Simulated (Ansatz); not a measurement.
# CaF2: the cost of one run

Computed with Ansatz 0.2.0 (DFT PBE, scalar-relativistic, plane waves, PAW, unless a step's input says otherwise).

2 further runs of the same task are left out: 2 set aside as unsound or not needed.

## Step 1: The structure to begin with

The structure is cubic, space group Fm-3m (No. 225). The conventional cell has a = 5.511 Å, b = 5.511 Å, c = 5.511 Å, α = 90.00°, β = 90.00°, γ = 90.00°. Ca (site symmetry m-3m) is surrounded by 8 F at 2.39 Å. F (site symmetry -43m) is surrounded by 4 Ca at 2.39 Å.

As a file:

```xyz
3
Lattice="0.0000 2.7554 2.7554 2.7554 0.0000 2.7554 2.7554 2.7554 0.0000" Properties=species:S:1:pos:R:3 pbc="T T T"
Ca    0.0000    0.0000    0.0000
F     1.3777    1.3777    1.3777
F     4.1332    4.1332    4.1332
```

It is the result of an earlier relaxation at this level (volume 13.95 Å³/atom; gap on the mesh: 7.14 eV).

## Step 2: The cell under 12 GPa

At a set pressure the run lowers the enthalpy E + PV, so the energy alone may rise along the way.

Contents of input.yaml:

```yaml
crystal:
  lattice:
    - [0.0, 2.7554419807, 2.7554419807]
    - [2.7554419807, 0.0, 2.7554419807]
    - [2.7554419807, 2.7554419807, 0.0]
  atoms:
    - { symbol: Ca, position: [0.0, 0.0, 0.0] }
    - { symbol: F, position: [0.25, 0.25, 0.25] }
    - { symbol: F, position: [0.75, 0.75, 0.75] }
basis:
  ecutwfc: 420
kpoints:
  mp_grid: { grid: [8, 8, 8] }
hamiltonian:
  xc: pbe
scf:
  occupations: { method: fixed }
output:
  forces: true
  stress: true
  eigenvalues: true
relax:
  adjacent_minimum: "off"
  f_tol: 0.001
  max_steps: 60
  cell: { stress_tol: 0.02, p_target: 12.0 }
```

On the command line:

```sh
$ ansatz run input.yaml --threads 1 --pin off --max-ram 1228MiB --backend cpu --events-out ev --progress --plain --runs-dir out
```

What time and memory should one allow on 1 thread of an Arm CPU, shared host?

About 16 s, with a peak of 0.29 GiB.
